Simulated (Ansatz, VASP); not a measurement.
# PbSe (Clausthalite) in two plane-wave programs

Wanted: the spread between two codes on one cell, functional and k mesh.

Program: Ansatz 0.2.0. Level of theory: plane waves, with VASP 6.6.1 beside it; band structure at r2SCAN0. Results are calculated unless marked as measured.

## 1. Set-up

It takes space group Fm-3m (No. 225, cubic). Conventional cell: a = 6.121 Å, b = 6.121 Å, c = 6.121 Å, α = 90.00°, β = 90.00°, γ = 90.00°. Pb has 6 Se at 3.06 Å nearest. Nearest to Se lie 6 Pb at 3.06 Å. Farther neighbours and most contacts between anions are not listed.

Structure file:

```cif
data_structure
_symmetry_space_group_name_H-M 'P 1'
_symmetry_Int_Tables_number 1
_cell_length_a 4.3284
_cell_length_b 4.3284
_cell_length_c 4.3284
_cell_angle_alpha 60.000
_cell_angle_beta 60.000
_cell_angle_gamma 60.000
_cell_volume 57.34
loop_
_atom_site_label
_atom_site_type_symbol
_atom_site_fract_x
_atom_site_fract_y
_atom_site_fract_z
_atom_site_occupancy
Pb1 Pb 0.00000 0.00000 0.00000 1
Se2 Se 0.50000 0.50000 0.50000 1
```

## 2. VASP: band structure, r2SCAN0

The same path points are solved in both programs, so levels can be compared one by one.

Lines of VASP's logs that name or quote its potential files are left out, and so is its time.

The run reads the wave functions of an earlier VASP run, which isn't shown here.

The input, INCAR:

```
SYSTEM = PbSe
PREC = Accurate
ENCUT = 400
EDIFF = 1E-06
NELM = 100
ISMEAR = 0
SIGMA = 0.02
LREAL = .FALSE.
ALGO = Normal
LHFCALC = .TRUE.
AEXX = 0.25
METAGGA = R2SCAN
LASPH = .TRUE.
NBANDS = 16
PRECFOCK = Fast
HFRCUT = -1
LORBIT = 11
LWAVE = .FALSE.
LCHARG = .FALSE.
KPAR = 4
```

The input, POSCAR:

```
PbSe
1.0
    0.0000000000      3.0606500000      3.0606500000
    3.0606500000      0.0000000000      3.0606500000
    3.0606500000      3.0606500000      0.0000000000
Pb Se
1 1
Direct
    0.0000000000      0.0000000000      0.0000000000
    0.5000000000      0.5000000000      0.5000000000
```

The input, KPOINTS:

```
Automatic mesh
0
Gamma
4 4 4
0 0 0
```

The input, KPOINTS_OPT:

```
Line mode
6
Line-mode
Reciprocal
  0.00000000   0.00000000   0.00000000 GAMMA
  0.50000000   0.00000000   0.50000000 X

  0.50000000   0.00000000   0.50000000 X
  0.50000000   0.25000000   0.75000000 W

  0.50000000   0.25000000   0.75000000 W
  0.37500000   0.37500000   0.75000000 K

  0.37500000   0.37500000   0.75000000 K
  0.00000000   0.00000000   0.00000000 GAMMA

  0.00000000   0.00000000   0.00000000 GAMMA
  0.50000000   0.50000000   0.50000000 L

  0.50000000   0.50000000   0.50000000 L
  0.62500000   0.25000000   0.62500000 U

  0.62500000   0.25000000   0.62500000 U
  0.50000000   0.25000000   0.75000000 W

  0.50000000   0.25000000   0.75000000 W
  0.50000000   0.50000000   0.50000000 L

  0.50000000   0.50000000   0.50000000 L
  0.37500000   0.37500000   0.75000000 K

  0.62500000   0.25000000   0.62500000 U
  0.50000000   0.00000000   0.50000000 X
```

PAW data sets: Pb_d and Se (PBE family, release 64).

The run is started by

```
$ mpirun -np 4 vasp_std
```

Numbers of over 12 decimals in the logs are rounded to 6 here.

The program printed:

```text
[banner, memory and clock lines left out]
running    4 mpi-ranks, on    1 nodes
 distrk:  each k-point on    1 cores,    4 groups
 distr:  one band on    1 cores,    1 groups

 POSCAR found type information on POSCAR PbSe
 POSCAR found :  2 types and       2 ions
|                                                                             |
|               ----> ADVICE to this user running VASP <----                  |
|                                                                             |
|     You enforced a specific xc type in the INCAR file but a different       |
|     [... a line on the potential file left out ...]
|     I HOPE YOU KNOW WHAT YOU ARE DOING!                                     |
|                                                                             |

 LDA part: xc-table for (None), standard interpolation
 found WAVECAR, reading the header
 POSCAR, INCAR and KPOINTS ok, starting setup
 FFT: planning ... GRIDC
 FFT: planning ... GRID_SOFT
 FFT: planning ... GRID
 HFRCUT set to (new)   9.568726
 reading WAVECAR
 the WAVECAR file was read successfully
 initial charge from wavefunction
 entering main loop
       N       E                     dE             d eps       ncg     rms          rms(c)
DAV:   1    -0.590020318142E+02   -0.59002E+02   -0.81965E-01   280   0.109E+01    0.178E+00
DAV:   2    -0.590121298032E+02   -0.10098E-01   -0.48304E-02   264   0.127E+00    0.118E+00
DAV:   3    -0.590080605631E+02    0.40692E-02   -0.66194E-03   336   0.774E-01    0.706E-01
DAV:   4    -0.590075517081E+02    0.50886E-03   -0.30081E-03   336   0.430E-01    0.415E-01
DAV:   5    -0.590075916075E+02   -0.39899E-04   -0.52091E-04   336   0.201E-01    0.242E-01
DAV:   6    -0.590075742403E+02    0.17367E-04   -0.46078E-05   360   0.918E-02    0.132E-01
DAV:   7    -0.590075649647E+02    0.92756E-05   -0.17673E-05   328   0.484E-02    0.677E-02
DAV:   8    -0.590075633098E+02    0.16549E-05   -0.65850E-06   304   0.234E-02    0.333E-02
DAV:   9    -0.590075630746E+02    0.23526E-06   -0.18297E-06   312   0.122E-02
   1 F= -.59007563E+02 E0= -.59007563E+02  d E =-.589805E-19
 Start KPOINTS_OPT (optional k-point list driver)
k-point batch [1-8\60]
       N       E                     dE             ncg
DAV:   1     0.102999947967E+03   -0.26648E+04      272
DAV:   2    -0.125621881813E+04   -0.13592E+04      272
DAV:   3    -0.135551648434E+04   -0.99298E+02      344
DAV:   4    -0.135830227111E+04   -0.27858E+01      368
DAV:   5    -0.135839311431E+04   -0.90843E-01      392
DAV:   6    -0.135839643929E+04   -0.33250E-02      392
DAV:   7    -0.135839647692E+04   -0.37635E-04      376
DAV:   8    -0.135839647730E+04   -0.37586E-06      272
[...]
k-point batch [57-60\60]
       N       E                     dE             ncg
DAV:   1     0.252552074130E+04   -0.24009E+04      128
DAV:   2     0.187262846049E+04   -0.65289E+03      136
DAV:   3     0.182564859159E+04   -0.46980E+02      160
DAV:   4     0.182445331554E+04   -0.11953E+01      176
DAV:   5     0.182441339492E+04   -0.39921E-01      208
DAV:   6     0.182441189079E+04   -0.15041E-02      200
DAV:   7     0.182441187390E+04   -0.16890E-04      200
DAV:   8     0.182441187374E+04   -0.15936E-06      144
```

OUTCAR, selected parts (step 2):

```text
ion  position               nearest neighbor table
   1  0.000  0.000  0.000-   2 3.06   2 3.06   2 3.06   2 3.06   2 3.06   2 3.06
   2  0.500  0.500  0.500-   1 3.06   1 3.06   1 3.06   1 3.06   1 3.06   1 3.06

  LATTYP: Found a face centered cubic cell.
 ALAT       =     6.1213000000

 Subroutine GETGRP returns: Found 48 space group operations
 (whereof 48 operations were pure point group operations)

The static configuration has the point symmetry O_h .

 Found      8 irreducible k-points:

   k-points           NKPTS =      8   k-points in BZ     NKDIM =     64   number of bands    NBANDS=     16

   dimension x,y,z NGX =    28 NGY =   28 NGZ =   28
   dimension x,y,z NGXF=    56 NGYF=   56 NGZF=   56

   ENCUT  =  400.0 eV  29.40 Ry    5.42 a.u.   7.06  7.06  7.06*2*pi/ulx,y,z

   NELECT =      20.0000    total number of electrons

 k-points in reciprocal lattice and weights: Automatic mesh
   0.00000000  0.00000000  0.00000000       0.016
   0.25000000  0.00000000  0.00000000       0.125
   0.50000000  0.00000000  0.00000000       0.062
   0.25000000  0.25000000  0.00000000       0.094
   0.50000000  0.25000000  0.00000000       0.375
  -0.25000000  0.25000000  0.00000000       0.188
   0.50000000  0.50000000  0.00000000       0.047
  -0.25000000  0.50000000  0.25000000       0.094

  exchange ACFDT corr.  =         0.00000000  see jH, gK, PRB 81, 115126

 average (electrostatic) potential at core
       1 -90.6058       2 -51.8592

 E-fermi :   4.5089

 k-point     1 :       0.0000    0.0000    0.0000
  band No.  band energies     occupation
    ...
      6     -11.1770      2.00000
      7      -2.4503      2.00000
      8       2.0200      2.00000
      9       2.0200      2.00000
     10       2.0200      2.00000
     11      10.7759      0.00000
     12      10.7760      0.00000
     13      10.7760      0.00000
     14      12.5164      0.00000
     15      12.5164      0.00000
    ...

 k-point     2 :       0.2500    0.0000    0.0000
  band No.  band energies     occupation
    ...
      6     -10.6194      2.00000
      7      -4.0441      2.00000
      8       2.2243      2.00000
      9       2.2243      2.00000
     10       3.2301      2.00000
     11       7.8468      0.00000
     12       8.6722      0.00000
     13       8.6722      0.00000
     14      12.5168      0.00000
     15      13.8417      0.00000
    ...

 k-point     3 :       0.5000    0.0000    0.0000
  band No.  band energies     occupation
    ...
      6      -9.9400      2.00000
      7      -5.5603      2.00000
      8       2.4969      2.00000
      9       2.4969      2.00000
     10       4.3872      2.00000
     11       5.8854      0.00000
     12       7.3188      0.00000
     13       7.3188      0.00000
     14      14.7370      0.00000
     15      16.4474      0.00000
    ...

  energy-cutoff  :      400.00
  volume of cell :       57.34
      direct lattice vectors                 reciprocal lattice vectors
     0.000000000  3.060650000  3.060650000    -0.163363991  0.163363991  0.163363991
     3.060650000  0.000000000  3.060650000     0.163363991 -0.163363991  0.163363991
     3.060650000  3.060650000  0.000000000     0.163363991  0.163363991 -0.163363991

 POSITION                                       TOTAL-FORCE (eV/Angst)
 -----------------------------------------------------------------------------------
      0.00000      0.00000      0.00000        -0.000000      0.000000      0.000000
      3.06065      3.06065      3.06065         0.000000     -0.000000      0.000000
 -----------------------------------------------------------------------------------
    total drift:                                0.000000     -0.000000      0.000000

  FREE ENERGIE OF THE ION-ELECTRON SYSTEM (eV)
  ---------------------------------------------------
  free  energy   TOTEN  =       -59.0075630746 eV

  energy  without entropy=      -59.0075630746  energy(sigma->0) =      -59.00756307

 total charge
# of ion       s       p       d       tot
------------------------------------------
    1        1.513   0.475   9.842  11.831
    2        1.470   2.431   0.015   3.916
--------------------------------------------------
tot          2.983   2.906   9.858  15.746

[... 3 further parts left out ...]
```

The k-mesh is coarse for unscreened exact exchange, which converges slowly with it.

[end of part 1 of 2]

[Lines on the potential files, build, host, timing and source positions are cut from VASP's logs without a mark.]

[Logs are printed without paths, hosts, clocks, repeated set-up lines and the standing remarks that a program may print on its own settings, such as how far it seeks lower states.]

[Hosts, paths, dates, database ids (printed as entryN), source tags and the programs' standing remarks are cut or masked in the printed files.]
